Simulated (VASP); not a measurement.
Input of a VASP 6.6.1 run:

File INCAR:

```
SYSTEM = Cu6O5
ALGO = Normal ; DIPOL = 0.5 0.5 0.500
EDIFF = 1E-7 ; ENCUT = 520
GGA = PE ; IDIPOL = 3
ISIF = 2 ; ISMEAR = -1
LASPH = .TRUE. ; LCHARG = .FALSE.
LDIPOL = .TRUE. ; LREAL = .FALSE.
LWAVE = .FALSE. ; NBANDS = 59
NELM = 80 ; PREC = Accurate
SIGMA = 0.05
```

Contents of KPOINTS:

```
k-points
0
G
  9 9 1
  0 0 0
```

File POSCAR:

```
Cu6O5
1.0
    2.9328708085      0.0000000000      0.0000000000
   -0.2297489625      2.9238581692      0.0000000000
    0.0000000000      0.0000000000     27.8898200000
Cu O
6 5
Direct
    0.5000000000      0.0000000000      0.2689153247
    0.0000000000      0.5000000000      0.3613491948
    0.5000000000      0.0000000000      0.4537830649
    0.0000000000      0.5000000000      0.5462169351
    0.5000000000      0.0000000000      0.6386508052
    0.0000000000      0.5000000000      0.7310846753
    0.5000000000      0.5000000000      0.3151322597
    0.5000000000      0.5000000000      0.4075661299
    0.5000000000      0.5000000000      0.5000000000
    0.5000000000      0.5000000000      0.5924338701
    0.5000000000      0.5000000000      0.6848677403
```

Potentials or basis: VASP PAW PBE potentials, release 64 (Cu, O).

Launch:

```sh
$ cat potpaw_PBE.64/Cu/POTCAR potpaw_PBE.64/O/POTCAR > POTCAR
$ mpirun -np 1 vasp_std > vasp.out
```

Question: Estimate the band gap on the k mesh.

Answer: None (metal or under the smearing width).

Question: Predict the largest force.

Answer: 0.460 eV/Å.

Forces in eV/Å, atoms in the order of the input:
```
Cu   0.000  0.000  0.460
Cu   0.000  0.000 -0.270
Cu   0.000  0.000  0.001
Cu   0.000  0.000 -0.001
Cu   0.000  0.000  0.270
Cu   0.000  0.000 -0.460
O    0.000  0.000 -0.323
O    0.000  0.000  0.013
O    0.000  0.000  0.000
O    0.000  0.000 -0.013
O    0.000  0.000  0.323
```

Caveat: the run has no spin polarisation, though such a crystal can be magnetic; semilocal functionals often make such compounds metallic where correlation or magnetic order opens a gap, which also shifts bond lengths.
